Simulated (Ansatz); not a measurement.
Problem. CsCl (CsCl type, Pm-3m) is relaxed with DFT-PBEsol in the program Ansatz with PAW potentials. What lattice parameters of the conventional cell result?

Solution. a = 4.069 Å.

Problem. Is it a metal or does it have a gap at this level?

Solution. A gap of 5.23 eV, direct.

Symmetry was held in the PBEsol relaxation. Scalar-relativistic: spin–orbit coupling is off unless named, which matters more the heavier the elements.

Potentials: the earlier of the program's two PAW sets. The files were generated under PBE; for other functionals the program regenerates the frozen cores, and for LDA and PBEsol the local potential too.
